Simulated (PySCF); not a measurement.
All of these have the formula C7H8. The calculation used TDDFT B3LYP/def2-SVPD, vertical, gas phase, core orbitals frozen in the response in PySCF 2.14.0, density-fitted response routines. Geometries: GFN2-xTB; one conformer of each isolated species. Triplets are in the Tamm–Dancoff approximation.

A. `C[C@@]12C=C[C@H]3[C@@H]1[C@H]32`
B. `C=C1C[C@H]1C#CC`
C. `C1=C[C@H]2C=C[C@@H]1C2`
D. `C1=CC2(C=C1)CC2`

Lowest singlet levels (six at most, fewer where fewer were computed) with oscillator strengths:

1. 4.83 eV (f 0.000); 5.65 eV (f 0.009); 5.97 eV (f 0.014); 6.75 eV (f 0.027); 6.75 eV (f 0.000); 6.80 eV (f 0.143); T1 3.47 eV
2. 5.43 eV (f 0.009); 5.84 eV (f 0.007); 6.17 eV (f 0.013); 6.32 eV (f 0.012); 6.53 eV (f 0.004); 6.63 eV (f 0.012); T1 4.48 eV
3. 4.70 eV (f 0.056); 5.80 eV (f 0.000); 6.03 eV (f 0.170); 6.30 eV (f 0.000); 6.38 eV (f 0.018); 6.65 eV (f 0.001); T1 3.02 eV
4. 5.45 eV (f 0.053); 5.90 eV (f 0.033); 6.05 eV (f 0.000); 6.24 eV (f 0.004); 6.52 eV (f 0.001); 6.68 eV (f 0.007); T1 3.60 eV

Problem. Match each spectrum to its molecule.

Solution. 1 = C, 2 = B, 3 = D, 4 = A.
- A: S1 at 5.45 eV, HOMO→LUMO (96%); Löwdin shares by element: HOMO carbon 76% or more (atoms not listed hold the other 24%); LUMO carbon 72% or more (atoms not listed hold the other 28%); HOMO -6.02 and LUMO -0.01 eV; point group Cs, 1 of its 6 listed states under f = 0.0005.
- B: S1 at 5.43 eV, HOMO→LUMO (96%); Löwdin shares by element: HOMO carbon 78% or more (atoms not listed hold the other 22%); LUMO carbon 68% or more (atoms not listed hold the other 32%); HOMO -6.64 and LUMO -0.24 eV.
- C: S1 at 4.83 eV, HOMO→LUMO (98%); Löwdin shares by element: HOMO carbon 86% or more; LUMO carbon 68% or more (atoms not listed hold the other 32%); HOMO -6.20 and LUMO -0.56 eV; point group C2v, 2 of its 6 listed states under f = 0.0005.
- D: S1 at 4.70 eV, HOMO→LUMO (98%); Löwdin shares by element: HOMO carbon 86% or more; LUMO carbon 66% or more (atoms not listed hold the other 34%); HOMO -5.96 and LUMO -0.82 eV; point group C2v, 2 of its 6 listed states under f = 0.0005.
A and B have S1 within 0.03 eV of each other; their strongest listed levels stand at 5.45 eV (f 0.053) and 6.17 eV (f 0.013).
C and D have S1 within 0.13 eV of each other; their strongest listed levels stand at 6.80 eV (f 0.143) and 6.03 eV (f 0.170).
